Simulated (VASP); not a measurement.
## VASP 6.6.1 run: LiBr

INCAR

```
METAGGA = R2SCAN
LWAVE = .FALSE.
SIGMA = 0.05
LREAL = .FALSE.
ENCUT = 520
NELM = 120
LASPH = .TRUE.
LCHARG = .FALSE.
PREC = Accurate
ALGO = Normal
NSW = 0
ISIF = 2
ISMEAR = -1
EDIFF = 1E-7
IBRION = -1
NBANDS = 12
```

KPOINTS

```
KPOINTS created by Atomic Simulation Environment
0
Gamma
8 8 8
0 0 0
```

POSCAR

```
Li Br
 1.0000000000000000
     0.0000000000000000    2.7395650435869427    2.7395650435869427
     2.7395650435869427    0.0000000000000000    2.7395650435869427
     2.7395650435869427    2.7395650435869427    0.0000000000000000
 Li  Br
   1   1
Cartesian
  0.0000000000000000  0.0000000000000000 -0.0000000000000000
  2.7395650435869432  2.7395650435869432  2.7395650435869432
```

The recommended PBE PAW datasets give the neutral cell 10 valence electrons.

Command

```
mpirun -np 1 vasp_std
```

OSZICAR

```
N       E                     dE             d eps       ncg     rms          rms(c)
DAV:   1     0.280879341615E+02    0.28088E+02   -0.40759E+03   696   0.781E+02
DAV:   2    -0.180296899287E+02   -0.46118E+02   -0.44049E+02   856   0.138E+02
DAV:   3    -0.207275425321E+02   -0.26979E+01   -0.26897E+01   948   0.350E+01
DAV:   4    -0.207962980621E+02   -0.68756E-01   -0.68734E-01   956   0.542E+00
DAV:   5    -0.207966664569E+02   -0.36839E-03   -0.36839E-03   892   0.414E-01    0.177E+00
DAV:   6    -0.191564869622E+02    0.16402E+01   -0.39013E-01   924   0.435E+00    0.147E+00
DAV:   7    -0.191562353768E+02    0.25159E-03   -0.17494E-01   724   0.247E+00    0.405E-01
DAV:   8    -0.191529696894E+02    0.32657E-02   -0.42878E-02   736   0.111E+00    0.432E-01
DAV:   9    -0.191517270000E+02    0.12427E-02   -0.40157E-03   804   0.504E-01    0.414E-02
DAV:  10    -0.191514874288E+02    0.23957E-03   -0.65797E-04   896   0.186E-01    0.427E-02
DAV:  11    -0.191518842193E+02   -0.39679E-03   -0.15917E-04   828   0.102E-01    0.316E-02
DAV:  12    -0.191517326504E+02    0.15157E-03   -0.30963E-05   764   0.406E-02    0.466E-03
DAV:  13    -0.191517287796E+02    0.38707E-05   -0.44142E-07   928   0.570E-03    0.307E-03
DAV:  14    -0.191517509989E+02   -0.22219E-04   -0.31739E-07   784   0.464E-03    0.151E-03
DAV:  15    -0.191517524883E+02   -0.14894E-05   -0.39111E-09   492   0.623E-04    0.651E-04
DAV:  16    -0.191517531026E+02   -0.61426E-06   -0.36043E-09   456   0.389E-04    0.377E-05
DAV:  17    -0.191517534968E+02   -0.39423E-06   -0.25235E-10   416   0.134E-04    0.429E-05
DAV:  18    -0.191517533334E+02    0.16343E-06   -0.58609E-11   420   0.740E-05    0.149E-05
DAV:  19    -0.191517532944E+02    0.39029E-07   -0.33463E-12   420   0.223E-05
   1 F= -.19151753E+02 E0= -.19151753E+02  d E =-.544654E-10
```

Standard output (part)

```
POSCAR found type information on POSCAR LiBr
 POSCAR found :  2 types and       2 ions
 LDA part: xc-table for (None), standard interpolation
 POSCAR, INCAR and KPOINTS ok, starting setup
 WAVECAR not read
 entering main loop
```

From OUTCAR

```
k-points           NKPTS =     29   k-points in BZ     NKDIM =     29   number of bands    NBANDS=     12

   NELECT =      10.0000    total number of electrons

   dimension x,y,z NGX =    30 NGY =   30 NGZ =   30
   dimension x,y,z NGXF=    60 NGYF=   60 NGZF=   60

  energy-cutoff  :      520.00
  volume of cell :       41.12
      direct lattice vectors                 reciprocal lattice vectors
     0.000000000  2.739565044  2.739565044    -0.182510724  0.182510724  0.182510724
     2.739565044  0.000000000  2.739565044     0.182510724 -0.182510724  0.182510724
     2.739565044  2.739565044  0.000000000     0.182510724  0.182510724 -0.182510724

 k-points in reciprocal lattice and weights: KPOINTS created by Atomic Simulation Env
   0.00000000  0.00000000  0.00000000       0.002
   0.12500000  0.00000000  0.00000000       0.016
   0.25000000  0.00000000  0.00000000       0.016
   0.37500000  0.00000000  0.00000000       0.016
   0.50000000  0.00000000  0.00000000       0.008
   0.12500000  0.12500000  0.00000000       0.012
   0.25000000  0.12500000  0.00000000       0.047
   0.37500000  0.12500000  0.00000000       0.047
   ...

 E-fermi :   1.0822

 k-point     1 :       0.0000    0.0000    0.0000
  band No.  band energies     occupation
      1     -45.7057      2.00000
      2     -13.9267      2.00000
      3       0.0152      2.00000
      4       0.0152      2.00000
      5       0.0152      2.00000
      6       5.9456      0.00000
      7      11.2402      0.00000
      8      11.2402      0.00000
      9      11.2402      0.00000
     10      13.5231      0.00000
     11      13.5231      0.00000
     12      13.5241      0.00000

 k-point     2 :       0.1250    0.0000    0.0000
  band No.  band energies     occupation
      1     -45.7057      2.00000
      2     -13.8588      2.00000
      3      -0.5607      2.00000
      4      -0.0303      2.00000
      5      -0.0303      2.00000
      6       6.4513      0.00000
      7      10.5502      0.00000
      8      11.1562      0.00000
      9      11.1565      0.00000
     10      12.3055      0.00000
     11      12.3058      0.00000
     12      13.8547      0.00000

 k-point     3 :       0.2500    0.0000    0.0000
  band No.  band energies     occupation
      1     -45.7053      2.00000
      2     -13.6867      2.00000
      3      -1.6718      2.00000
      4      -0.1342      2.00000
      5      -0.1342      2.00000
      6       6.8680      0.00000
      7      10.0422      0.00000
      8      10.0426      0.00000
      9      10.6694      0.00000
     10      13.1975      0.00000
     11      13.1976      0.00000
     12      14.2281      0.00000

 k-point     4 :       0.3750    0.0000    0.0000
  band No.  band energies     occupation
      1     -45.7049      2.00000
      2     -13.5014      2.00000
      3      -2.5832      2.00000
      4      -0.2305      2.00000
      5      -0.2305      2.00000
      6       6.5860      0.00000
      7       9.1950      0.00000
      8       9.1955      0.00000
      9      12.1633      0.00000
     10      14.6782      0.00000
     11      15.0223      0.00000
     12      15.0224      0.00000

 ...

  Total       -0.0742755     -0.0742755     -0.0742755      0.0000000     -0.0000000     -0.0000000
  in kB       -2.8938861     -2.8938861     -2.8938861      0.0000000     -0.0000000     -0.0000000
  external PRESSURE =      -2.8938861 kB  Pullay stress =       0.0000000 kB

 POSITION                                       TOTAL-FORCE (eV/Angst)
 -----------------------------------------------------------------------------------
      0.00000      0.00000      0.00000         0.000000     -0.000000     -0.000000
      2.73957      2.73957      2.73957        -0.000000      0.000000      0.000000
 -----------------------------------------------------------------------------------
    total drift:                               -0.000000     -0.000000      0.000000

  FREE ENERGIE OF THE ION-ELECTRON SYSTEM (eV)
  ---------------------------------------------------
  free  energy   TOTEN  =       -19.1517532944 eV

  energy  without entropy=      -19.1517532943  energy(sigma->0) =      -19.15175329
```

It converged. Results: gap between bands v and c on the k mesh 5.93 eV; least direct gap on the k mesh 5.93 eV; pressure -0.3 GPa. Band v is the last that the valence electrons fill when counted band by band, and c is the next.

For comparison, a separate r²SCAN run of the intended cell, on usual settings and not on those above, gives a gap of 5.93 eV on its mesh and a pressure of -0.3 GPa.

The run above took about 75 s on one core of a shared host (Intel Xeon Platinum 8488C) and held 0.17 GiB at most.
